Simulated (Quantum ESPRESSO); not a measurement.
# KCl (Sylvite): dielectric tensor and Born charges under several settings

```
K Cl
1.0
     0.00000    3.14647    3.14647
     3.14647    0.00000    3.14647
     3.14647    3.14647    0.00000
K Cl
1 1
Direct
  0.00000 0.00000 0.00000
  0.50000 0.50000 0.50000
```

All runs used Quantum ESPRESSO 7.5; k mesh 6 × 6 × 6, shifted; given cell; no spin polarisation; cutoff 612 eV; occupations smeared at first, fixed for the response.

| level | potentials | pressure (GPa) | ε∞ (diagonal) | Born charge of atom 1 (e) |
| --- | --- | --- | --- | --- |
| LDA | GBRV 1.5 LDA | -2.2 | 2.40 | 1.12 |
| PBE | GBRV 1.5 PBE | 0.6 | 2.32 | 1.12 |
| PBEsol | GBRV 1.5 PBEsol | -0.6 | 2.36 | 1.12 |
| WC | GBRV 1.5 PBE | -0.4 | 2.35 | 1.12 |
| BLYP | GBRV 1.5 PBE | 1.3 | 2.31 | 1.11 |
| AM05 | GBRV 1.5 PBE | ? | ? | ? |

Task: What stands in the row left open?

Result: Pressure 0.3 GPa; ε∞ 2.33; Born charge of atom 1 1.13 e.

Caveats: the potentials were made for another functional, which shifts forces and pressure (some runs).

For the row left open. Caveat: the potentials were made for another functional, which shifts forces and pressure.
